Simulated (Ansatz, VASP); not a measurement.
# Cu (Cu strained to the junction's net): VASP beside Ansatz

One calculation is typed for both programs; each brings its own data sets. How far apart do they land? The structure shown is the end of the Ansatz relaxation below.

Program: Ansatz 0.2.0. Level of theory: plane waves, with VASP 6.6.1 beside it; single point at PBE. Results are calculated unless marked as measured.

### 1. Starting point

Symmetry: I4/mmm, No. 139, tetragonal system. Conventional cell: a = 2.489 Å, b = 2.489 Å, c = 3.775 Å, α = 90.00°, β = 90.00°, γ = 90.00°. Nearest to Cu lie 12 Cu at 2.49 to 2.58 Å.

### 2. Ansatz: relaxation, PBE

Ansatz runs on its default PAW (the set named soft_2) files.

This run makes the geometry at which the two programs are then compared.

input.yaml

```yaml
crystal:
  lattice:
    - [2.489, 0.0, 0.0]
    - [0.0, 2.489, 0.0]
    - [0.0, 0.0, 3.7070157103]
  atoms:
    - { symbol: Cu, position: [0.0, 0.0, 0.0] }
    - { symbol: Cu, position: [0.5, 0.5, 0.5] }
kpoints:
  mp_grid: { grid: [14, 14, 8] }
scf:
  occupations: { method: fermi_dirac, width: 0.1 }
  max_iter: 150
hamiltonian:
  xc: pbe
relax:
  f_tol: 0.01
  max_steps: 40
  cell: { fix: [a, b, angles] }
```

Launch:

```
> ansatz run input.yaml --threads 4 --pin off --max-ram 12288MiB --backend cpu --events-out ev --progress --plain --runs-dir out
```

Numbers of over 12 decimals in the logs are rounded to 6 here.

The log of the run:

```text
Engine: ansatz 0.2.0, aarch64-unknown-linux-gnu
Pseudopotentials: kind: paw
Pseudopotential: Cu, paw, valence charge 19, recommended cutoff 420 eV (normal), Cu.paw.azcp
Functional definition: PBE
  parameter kappa = 0.804
  parameter beta = 0.066725
  exchange = pbe_x(kappa = kappa, mu = beta*pi^2/3)
  correlation = pbe_c(beta = beta)
Crystal: 2 atoms, lattice volume = 22.965 Å³
Basis set: ecut = 420 eV, 461 PW (Γ), exchange–correlation on 36×36×50 points (8 copies of the dense FFT grid, shifted against one another)
Bands: 23, of which v1, the nominal top of the filled ones, is band 19 counted from 1 (18 counted from 0)
Symmetry: 32 space group operations
Space group: I4/mmm (ITA 139), of the structure as read, at distance tolerance 2.8e-5 Å
k-points: 180 of 1568
Non-local potential: Cu, projectors of the file, l = 0: 3, l = 1: 2, l = 2: 3, l = 3: 1
PAW form: soft (Blöchl's): semilocal exchange-correlation on the pseudo side does not see the compensation charge
PAW one-centre angular grid: Cu, 590 points (default); XC on 64 Gauss nodes
Initial density: superposition of atomic densities (neutral atoms: chi_scale 0, normalization atom), corrected by the library's trained network
Initial wavefunctions: pseudopotential atomic-orbital guess
Functional: x = pbe(κ = 0.804, μ = 0.219515), c = pbe(β = 0.066725)
SCF iter   1: F=—  HF=-13250.327522 eV  |F-HF|=—  |Δ(HF+E_count)|=         —  Δρ=9.29e-4  dr2=7.17e-5  ethr=1.77e-3  ⟨swp⟩=5.1  Hψ=15106  notcnv=0
preconditioner: auto → none  [metal: Δε(μ)=0.021 eV  Ē_g=10.944 eV  σ=0.100 eV  W_gap=0.05  n_scr=6 (ndim 8)  ℏωp=36.3 eV  f_vac=0.000  D(μ)=0.72/eV (n_scr^D=2)  sad-step TF]
SCF iter   2: F=—  HF=-13250.327898 eV  |F-HF|=—  |Δ(HF+E_count)|=   3.76e-4  Δρ=5.85e-4  dr2=3.58e-5  ethr=1.89e-7  ⟨swp⟩=3.0  Hψ=10464  notcnv=0
SCF iter   3: F=—  HF=-13250.327932 eV  |F-HF|=—  |Δ(HF+E_count)|=   3.33e-5  Δρ=2.44e-4  dr2=6.90e-6  ethr=9.43e-8  ⟨swp⟩=2.0  Hψ=6119  notcnv=0
SCF iter   4: F=—  HF=-13250.327928 eV  |F-HF|=—  |Δ(HF+E_count)|=   3.13e-6  Δρ=2.77e-5  dr2=9.19e-8  ethr=1.82e-8  ⟨swp⟩=2.2  Hψ=6400  notcnv=0
iter 5 did not close the SCF: its close was put off for the readings that it lacked (scf_convergence_deferred on its scf_iter line)
SCF iter   5: F=-13250.327928 eV  HF=-13250.327928 eV  |F-HF|=1.07e-8  |Δ(HF+E_count)|=   2.75e-8  Δρ=6.14e-6  dr2=1.41e-9  ethr=2.42e-10  ⟨swp⟩=2.0  Hψ=6328  notcnv=0
SCF iter   6: F=-13250.327928 eV  HF=-13250.327928 eV  |F-HF|=3.44e-10  |Δ(HF+E_count)|=   1.11e-8  Δρ=9.12e-7  dr2=6.58e-11  ethr=3.70e-12  ⟨swp⟩=1.5  Hψ=12682  notcnv=0
SCF 1 converged in 6 iterations: F = -13250.327928 eV  dr2 = 6.58e-11
  greatest PAW one-centre occupation: 1.000 electrons in one spin orbital (limit 2), on the Cu atom at site 1 (counted from 0), in its partial waves of l = 0
relax step   1: F+E_penalty+E_count = -13250.32792842 eV  Δ(F+E_penalty+E_count) = +0.000e0 eV  max|allowed force component| = 4.733e-30 eV/Å  Δτ_max = 0.0000 Å  P = +6.492 GPa  Ω = 22.965 Å³  fix = [a, b, alpha, beta, gamma]  reactions: a +7.899, b +7.899 GPa  (6 SCF iters, dr2 threshold 1.00e-7 eV, accepted)
[...]
relax step   2: F+E_penalty+E_count = -13250.33063729 eV  Δ(F+E_penalty+E_count) = -2.709e-3 eV  max|allowed force component| = 1.144e-29 eV/Å  Δτ_max = 0.0000 Å  P = +5.410 GPa  Ω = 23.118 Å³  energy of the carried Pulay correction = -1.250e-4 eV  fix = [a, b, alpha, beta, gamma]  reactions: a +6.970, b +6.970 GPa  (6 SCF iters, dr2 threshold 2.00e-7 eV, accepted)
[...]
relax step   3: F+E_penalty+E_count = -13250.33232131 eV  Δ(F+E_penalty+E_count) = -1.684e-3 eV  max|allowed force component| = 4.368e-29 eV/Å  Δτ_max = 0.0000 Å  P = +3.719 GPa  Ω = 23.370 Å³  energy of the carried Pulay correction = -3.296e-4 eV  fix = [a, b, alpha, beta, gamma]  reactions: a +5.510, b +5.510 GPa  (6 SCF iters, dr2 threshold 2.00e-7 eV, accepted)
[...]
relax step   4: F+E_penalty+E_count = -13250.33231547 eV  Δ(F+E_penalty+E_count) = +5.838e-6 eV  max|allowed force component| = 1.233e-29 eV/Å  Δτ_max = 0.0000 Å  P = +3.616 GPa  Ω = 23.386 Å³  energy of the carried Pulay correction = -3.426e-4 eV  fix = [a, b, alpha, beta, gamma]  reactions: a +5.421, b +5.421 GPa  (6 SCF iters, dr2 threshold 4.70e-8 eV, accepted)
[...]
relax step   5: F+E_penalty+E_count = -13250.33260991 eV  Δ(F+E_penalty+E_count) = -2.944e-4 eV  max|allowed force component| = 1.164e-29 eV/Å  Δτ_max = 0.0000 Å  P = +3.594 GPa  Ω = 23.386 Å³  fix = [a, b, alpha, beta, gamma]  reactions: a +5.405, b +5.405 GPa  stress off target by 2.77e-2 GPa on what of the cell is left free  SCF on the basis re-selected at this cell (its energy is not comparable with the rows above)  (6 SCF iters)
basis re-selected at this cell: Δ(F+E_penalty+E_count) = -2.944e-4 eV, ΔP = -0.021 GPa vs the last step (what re-selecting the basis moved, of the pressure what is left beyond the Pulay correction that the steps carried, after the strain that the cell walked since its last selection, with what the two solves' SCF thresholds leave and, on support functions, any second-order correction that the steps lacked; it is no measure of the basis error at this ecutwfc). The dense FFT grid was sized anew with the basis: this SCF ran on 18×18×27 points, the steps before it on 18×18×25, so part of this shift can come from that change (see relax.cell in the input reference). [rest of the remark cut]
SCF converged after 6 iterations
Free energy (F): -13250.332610 eV
Harris-Foulkes:  -13250.332610 eV  (|F-HF|=0.00e0)
Internal energy: -13250.308646 eV  (E = F + TS)
E sigma→0 (E₀):  -13250.320628 eV
Entropy (-TS):   -0.023964 eV (-11.982 meV/atom)
Fermi energy:    17.021337 eV
--- Per-component energies (eV) ---
  E_band       = -711.629443
  E_kinetic    = 600.179285
  E_local      = -8064.958154  (includes V_loc(G=0)·N_el)
  E_nonlocal   = 779.225571
  E_hartree    = 3554.099774
  E_xc         = -179.376341
  E_vxc        = -231.502068  (∫ρ·V_xc dr)
  E_paw        = -3325.278164  (= ΣΔE_a)
  E_vpaw       = -902.774143  (= ΣTr[D̂ρ^β])
  E_aug_tail   = 0.000527  (compensation charges beyond the density's cutoff)
  E_ewald      = -6614.201143
  E_smearing   = -0.023964  (= −TS)
  E_closure    = 0.000000  (closes the sum)
  Σ components = -13250.332610   (vs F -13250.332610, Δ=0.00e0)
--- Forces (eV/Å), atoms counted from 1 ---
  atom   1  Cu     0.00000000     0.00000000     0.00000000
  atom   2  Cu     0.00000000     0.00000000    -0.00000000
  max |Σ_I F_I| component: 3.63e-29 eV/Å
--- Stress (GPa, compression-positive) ---
        5.405368       0.000000       0.000000
       -0.000000       5.405368       0.000000
        0.000000       0.000000      -0.027709
  P = ⅓ Tr σ = 3.5943 GPa (35.943 kbar)
--- Relaxed structure (4 steps of the walk, 4 accepted, 1 SCFs on fresh bases) ---
  F+E_penalty+E_count = -13250.33260991 eV   max|allowed force component| = 1.164e-29 eV/Å   (the final SCF, on the basis selected at the relaxed cell)
  cell:  # Å, volume = 23.3857 Å³
    - [2.489, 0, 0.0]
    - [0, 2.489, 0.0]
    - [0.0, 0.0, 3.774857]
  atoms:
    - { symbol: Cu, position: [0.0, 0.0, 0.0] }
    - { symbol: Cu, position: [0.500000, 0.500000, 0.500000] }
```

### 3. VASP: single point, PBE

The same cell, functional, mesh and smearing now go to VASP, with its own data sets.

Lines of VASP's logs that name or quote its potential files are left out, and so is its time.

INCAR

```
SYSTEM = Cu
PREC = Accurate
ENCUT = 600
EDIFF = 1E-06
NELM = 120
ISMEAR = -1
SIGMA = 0.1
LREAL = .FALSE.
ALGO = Normal
GGA = PE
NBANDS = 17
LASPH = .TRUE.
LORBIT = 11
LWAVE = .FALSE.
LCHARG = .FALSE.
ISIF = 2
GGA_COMPAT = .FALSE.
```

POSCAR

```
Cu
1.0
    2.4890000000      0.0000000000      0.0000000000
    0.0000000000      2.4890000000      0.0000000000
    0.0000000000      0.0000000000      3.7748568781
Cu
2
Direct
    0.0000000000      0.0000000000      0.0000000000
    0.5000000000      0.5000000000      0.5000000000
```

KPOINTS

```
Automatic mesh
0
Gamma
14 14 8
0 0 0
```

The projector-augmented-wave data sets are Cu (PBE family, release 64).

Launch:

```
> mpirun -np 1 vasp_std
```

The log of the run:

```text
[banner, memory and clock lines left out]
running    1 mpi-ranks, on    1 nodes
 distrk:  each k-point on    1 cores,    1 groups
 distr:  one band on    1 cores,    1 groups

 POSCAR found type information on POSCAR Cu
 POSCAR found :  1 types and       2 ions
 LDA part: xc-table for (Slater+PW92), standard interpolation
 POSCAR, INCAR and KPOINTS ok, starting setup
 FFT: planning ... GRIDC
 FFT: planning ... GRID_SOFT
 FFT: planning ... GRID
 WAVECAR not read
 entering main loop
       N       E                     dE             d eps       ncg     rms          rms(c)
DAV:   1     0.126284006460E+03    0.12628E+03   -0.11810E+04  6624   0.261E+03
DAV:   2    -0.328411756983E+01   -0.12957E+03   -0.12373E+03  6124   0.309E+02
DAV:   3    -0.919928306553E+01   -0.59152E+01   -0.57336E+01  7041   0.933E+01
DAV:   4    -0.925776130128E+01   -0.58478E-01   -0.58442E-01  7489   0.950E+00
DAV:   5    -0.925855828219E+01   -0.79698E-03   -0.79696E-03  7907   0.935E-01    0.109E+01
DAV:   6    -0.815968419835E+01    0.10989E+01   -0.12347E+01  6446   0.103E+02    0.545E+00
DAV:   7    -0.746231217184E+01    0.69737E+00   -0.23512E+00  6587   0.422E+01    0.785E-01
DAV:   8    -0.744158741632E+01    0.20725E-01   -0.17103E-02  7643   0.178E+00    0.474E-01
DAV:   9    -0.743760412684E+01    0.39833E-02   -0.70754E-03  7171   0.245E+00    0.256E-02
DAV:  10    -0.743763524365E+01   -0.31117E-04   -0.18701E-04  7913   0.179E-01    0.574E-03
DAV:  11    -0.743763613051E+01   -0.88686E-06   -0.27977E-06  7261   0.277E-02
   1 F= -.74376361E+01 E0= -.74258156E+01  d E =-.236410E-01
```

From OUTCAR (step 3):

```text
ion  position               nearest neighbor table
   1  0.000  0.000  0.000-   2 2.58   2 2.58   2 2.58   2 2.58   2 2.58   2 2.58   2 2.58   2 2.58

  LATTYP: Found a simple tetragonal cell.
 ALAT       =     2.4890000000
 C/A-ratio  =     1.5166158610

 Subroutine GETGRP returns: Found 16 space group operations
 (whereof 16 operations were pure point group operations)

The static configuration has the point symmetry D_4h.

 Found    180 irreducible k-points:

   k-points           NKPTS =    180   k-points in BZ     NKDIM =    180   number of bands    NBANDS=     17

   dimension x,y,z NGX =    20 NGY =   20 NGZ =   30
   dimension x,y,z NGXF=    40 NGYF=   40 NGZF=   60

   ENCUT  =  600.0 eV  44.10 Ry    6.64 a.u.   4.97  4.97  7.54*2*pi/ulx,y,z

   NELECT =      22.0000    total number of electrons

 k-points in reciprocal lattice and weights: Automatic mesh
   0.00000000  0.00000000  0.00000000       0.001
   0.07142857  0.00000000  0.00000000       0.003
   0.14285714  0.00000000  0.00000000       0.003
   0.21428571  0.00000000  0.00000000       0.003
   0.28571429  0.00000000  0.00000000       0.003
   0.35714286  0.00000000  0.00000000       0.003
   0.42857143  0.00000000  0.00000000       0.003
   0.50000000  0.00000000  0.00000000       0.001
   0.07142857  0.07142857  0.00000000       0.003
[...]
0.50000000  0.42857143  0.50000000       0.003
   0.50000000  0.50000000  0.50000000       0.001

 average (electrostatic) potential at core
       1 -63.6045       2 -63.6045

 E-fermi :   7.7415

 k-point     1 :       0.0000    0.0000    0.0000
  band No.  band energies     occupation
    ...
      7       5.2901      2.00000
      8       5.6482      2.00000
      9       6.0589      2.00000
     10       6.1845      2.00000
     11       6.1845      2.00000
     12       8.2607      0.01106
     13      13.7004      0.00000
     14      22.0071      0.00000
     15      22.0071      0.00000
     16      26.3417      0.00000
    ...

 k-point     2 :       0.0714    0.0000    0.0000
  band No.  band energies     occupation
    ...
      7       5.3003      2.00000
      8       5.6215      2.00000
      9       5.9125      2.00000
     10       6.0155      2.00000
     11       6.1706      2.00000
     12       8.6645      0.00020
     13      13.7453      0.00000
     14      20.5537      0.00000
     15      22.1926      0.00000
     16      27.0542      0.00000
    ...

 k-point     3 :       0.1429    0.0000    0.0000
  band No.  band energies     occupation
    ...
      7       5.3427      2.00000
      8       5.4036      2.00000
      9       5.5477      2.00000
     10       5.8960      2.00000
     11       6.1292      2.00000
     12       9.5694      0.00000
     13      13.8862      0.00000
     14      18.0248      0.00000
     15      22.7382      0.00000
     16      27.5971      0.00000
    ...

  Total        0.9156593      0.9156593      0.1217631      0.0000000      0.0000000     -0.0000000
  in kB       62.7327349     62.7327349      8.3421100      0.0000000      0.0000000     -0.0000000
  external PRESSURE =      44.6025266 kB  Pullay stress =       0.0000000 kB

  energy-cutoff  :      600.00
  volume of cell :       23.39
      direct lattice vectors                 reciprocal lattice vectors
     2.489000000  0.000000000  0.000000000     0.401767778  0.000000000  0.000000000
     0.000000000  2.489000000  0.000000000     0.000000000  0.401767778  0.000000000
     0.000000000  0.000000000  3.774856878     0.000000000  0.000000000  0.264910706

 POSITION                                       TOTAL-FORCE (eV/Angst)
 -----------------------------------------------------------------------------------
      0.00000      0.00000      0.00000        -0.000000      0.000000      0.000000
      1.24450      1.24450      1.88743         0.000000     -0.000000      0.000000
 -----------------------------------------------------------------------------------
    total drift:                               -0.000000      0.000000      0.000000

  FREE ENERGIE OF THE ION-ELECTRON SYSTEM (eV)
  ---------------------------------------------------
  free  energy   TOTEN  =        -7.4376361305 eV

  energy  without entropy=       -7.4139950966  energy(sigma->0) =       -7.42581561

 total charge
# of ion       s       p       d       tot
------------------------------------------
    1        0.451   0.390   9.174  10.015
    2        0.451   0.390   9.174  10.015
--------------------------------------------------
tot          0.902   0.779  18.347  20.029

[... 3 further parts left out ...]
```

The run ends at a pressure of 4.46 GPa.

### 4. Comparison

Known differences besides the potentials themselves: the data sets hold 38 valence electrons in Ansatz (on its default PAW (the set named soft_2) files) and 22 in VASP; the cutoff is 420 eV in Ansatz and 600 eV in VASP; Ansatz's pressure holds a Pulay correction, VASP's none. Total energies have different zeros and are not compared.

Compared:

| quantity | Ansatz | VASP | difference |
| --- | --- | --- | --- |
| pressure (GPa) | 3.59 | 4.46 | -0.87 |

### 5. Summary of results

- difference in pressure (single point, PBE): -0.87 GPa

**Reading.** The difference in pressure is -0.87 GPa (single point, PBE), within the 1 GPa picked in this series as the mark of a large difference. The data sets hold unlike numbers of valence electrons (38 in Ansatz and 22 in VASP), so part of the differences comes from the potentials. How closely two codes agree says nothing of how well the functional describes the real material.

[Lines on the potential files, build, host, timing and source positions are cut from VASP's logs without a mark.]

[Logs are printed without paths, hosts, clocks, repeated set-up lines and the standing remarks that a program may print on its own settings, such as how far it seeks lower states.]

[Hosts, paths, dates, database ids (printed as entryN), source tags and the programs' standing remarks are cut or masked in the printed files.]
